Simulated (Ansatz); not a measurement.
**Step by step: Li, relaxation of cell and atoms**

These are results of DFT, PBE, PAW with Ansatz's default frozen-core files, scalar-relativistic in Ansatz 0.2.0, not measurements.

Command: `ansatz run input.yaml --threads 1 --pin off --max-ram 2048MiB --backend cpu --events-out ev --progress --plain --runs-dir out` The run took 4.8 s on 1 thread of AMD EPYC 7R43 64-Core Processor (Zen 3) (shared host).

```yaml
crystal:
  lattice:
    - [0.0, 2.0117482986, 2.0117482986]
    - [2.0117482986, 0.0, 2.0117482986]
    - [2.0117482986, 2.0117482986, 0.0]
  atoms:
    - { symbol: Li, position: [0.0, 0.0, 0.0] }
kpoints:
  mp_grid: { grid: [17, 17, 17] }
scf:
  occupations: { method: fermi_dirac, width: 0.08 }
hamiltonian:
  xc: pbe
  pseudopotentials: { kind: paw }
output:
  forces: true
  stress: true
relax:
  f_tol: 0.005
  max_steps: 80
  cell: {}
```

The cell is built from the fcc type as a first guess.

The cutoff is 420 eV; energies and pressures of the walk include the program's estimate of the Pulay term.

Each frame lists the cell vectors (Å), then Cartesian positions (Å); symmetry keeps all forces zero. Free energies count from the first step, -204.6472 eV.

The walk took 5 evaluations in all; steps that aren't listed are left out.

Step 1: E = 0.0 meV, P = 4.31 GPa

```
cell 0.0000 2.0117 2.0117 2.0117 0.0000 2.0117 2.0117 2.0117 0.0000
Li    0.0000    0.0000    0.0000
```

Step 2:

```
cell 0.0000 2.1016 2.1016 2.1016 0.0000 2.1016 2.1016 2.1016 0.0000
Li    0.0000    0.0000    0.0000
```

Step 3: E = -45.0 meV, P = 0.26 GPa

```
cell 0.0000 2.1497 2.1497 2.1497 0.0000 2.1497 2.1497 2.1497 0.0000
Li    0.0000    0.0000    0.0000
```

**Question.** Give the energy, pressure of step 2.

**Answer.** E = -38.6 meV, P = 1.37 GPa
```
Li    0.0000    0.0000    0.0000
```

**Question.** How does the relaxation end?

**Answer.** It converges, with a = 4.323 Å, b = 4.323 Å, c = 4.323 Å, α = 90.00°, β = 90.00°, γ = 90.00° (conventional cell, space group Fm-3m). The last solve (on a basis chosen afresh for the final cell, so its energy is not quite comparable) gives E = -45.4 meV, P = 0.03 GPa:
```
cell 0.0000 2.1614 2.1614 2.1614 0.0000 2.1614 2.1614 2.1614 0.0000
Li    0.0000    0.0000    0.0000
```
